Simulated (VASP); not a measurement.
Wanted: the native input for a VASP 6.6.1 run.

```yaml
Task: band structure
Functional: PBE
Potentials_or_basis: VASP PAW PBE potentials, release 64 (Ni)
Cutoff: 520 eV
k_mesh: 13 × 13 × 13
Occupations: fermi-dirac, width 0.05 eV
Spin: collinear spin, ferromagnetic start
Starting_moments: "[1.0] μB"
Further_INCAR_settings: ALGO = Normal; EDIFF = 1e-06
```

The structure of Ni lies in POSCAR:

```
Ni
1.0
    0.0000000000      1.7375729330      1.7375729330
    1.7375729330      0.0000000000      1.7375729330
    1.7375729330      1.7375729330      0.0000000000
Ni
1
Direct
    0.0000000000      0.0000000000      0.0000000000
```

The input as run:

INCAR

```
ALGO = Normal ; EDIFF = 1E-6
ENCUT = 520 ; GGA = PE
ISIF = 2 ; ISMEAR = -1
ISPIN = 2 ; LASPH = T
LCHARG = F ; LMAXMIX = 4
LORBIT = 11 ; LREAL = F
LWAVE = F ; MAGMOM = 1
NELM = 150 ; PREC = Accurate
SIGMA = 0.05
```

KPOINTS

```
k-points
0
Gamma
  13 13 13
```

KPOINTS_OPT

```
path GXWKGLUWLK,UX
20
line-mode
reciprocal
 0.0000000000  0.0000000000  0.0000000000  G
 0.5000000000  0.0000000000  0.5000000000  X

 0.5000000000  0.0000000000  0.5000000000  X
 0.5000000000  0.2500000000  0.7500000000  W

 0.5000000000  0.2500000000  0.7500000000  W
 0.3750000000  0.3750000000  0.7500000000  K

 0.3750000000  0.3750000000  0.7500000000  K
 0.0000000000  0.0000000000  0.0000000000  G

 0.0000000000  0.0000000000  0.0000000000  G
 0.5000000000  0.5000000000  0.5000000000  L

 0.5000000000  0.5000000000  0.5000000000  L
 0.6250000000  0.2500000000  0.6250000000  U

 0.6250000000  0.2500000000  0.6250000000  U
 0.5000000000  0.2500000000  0.7500000000  W

 0.5000000000  0.2500000000  0.7500000000  W
 0.5000000000  0.5000000000  0.5000000000  L

 0.5000000000  0.5000000000  0.5000000000  L
 0.3750000000  0.3750000000  0.7500000000  K

 0.6250000000  0.2500000000  0.6250000000  U
 0.5000000000  0.0000000000  0.5000000000  X
```

Potentials or basis: VASP PAW PBE potentials, release 64 (Ni).

Launch:

```bash
$ cat potpaw_PBE.64/Ni/POTCAR > POTCAR
$ mpirun -np 1 vasp_std > vasp.out
```

Results of the run:

```
Pressure                                              : 8.0 GPa
Band gap along the path                               : none (metal or under the smearing width)
Net moment                                            : 0.62 μB per cell
Site moments                                          : Ni +0.63 μB
Valence electrons inside the program's atomic spheres : Ni 9.38
```

Wall time 26 s on 1 thread of Intel(R) Xeon(R) Platinum 8559C (Emerald Rapids), with other jobs on the host, peak memory 0.14 GiB.
